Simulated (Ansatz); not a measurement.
Below is a relaxed structure of Ge. The cell was found from a structure generator's guess, not taken from experiment.

Computed with DFT PBE, scalar-relativistic, plane waves, PAW in Ansatz 0.2.0. Cutoff 420 eV, Γ-centred mesh, Gaussian smearing, no spin polarisation.

```yaml
crystal:
  lattice:
    - [3.90359, 0.00000, 0.00000]
    - [0.00000, 6.49014, 0.00000]
    - [0.00000, 0.00000, 7.07073]
  atoms:
    - { symbol: Ge, position: [0.11765, 0.56755, 0.15693] }
    - { symbol: Ge, position: [0.11765, 0.93245, 0.65693] }
    - { symbol: Ge, position: [0.61765, 0.06755, 0.84307] }
    - { symbol: Ge, position: [0.38235, 0.93245, 0.15693] }
    - { symbol: Ge, position: [0.88235, 0.06755, 0.34307] }
    - { symbol: Ge, position: [0.88235, 0.43245, 0.84307] }
    - { symbol: Ge, position: [0.61765, 0.43245, 0.34307] }
    - { symbol: Ge, position: [0.38235, 0.56755, 0.65693] }
```

Energies count from the standard state of Ge at the same level.

**Question.** What space group does it have?

**Answer.** Pccn (No. 56). Conventional cell: a = 3.904 Å, b = 6.490 Å, c = 7.071 Å. Ge has 4 Ge at 2.51–2.58 Å.

**Question.** How far does it lie from the standard state of Ge?

**Answer.** +0.22 eV/atom. So it is a metastable form at best.

**Question.** Is it a metal?

**Answer.** Yes, bands cross the Fermi level on the 10×6×6 mesh.

**Question.** From what recipe could a structure generator have reached it?

**Answer.** One such recipe: 4-connected net of one element (Pccn, No. 56). Other recipes can lead to the same cell.

The last run used a 10×6×6 mesh (in the run's order of axes) for its 8-atom cell and Gaussian smearing of 0.10 eV. The zero gap may come from the functional, which often closes small gaps. Symmetry constrained the relaxation, so the result can be a saddle point. Another cell of Ge relaxed alike, in Fd-3m, lies 228 meV/atom lower, so this cell isn't the stable form at this level.
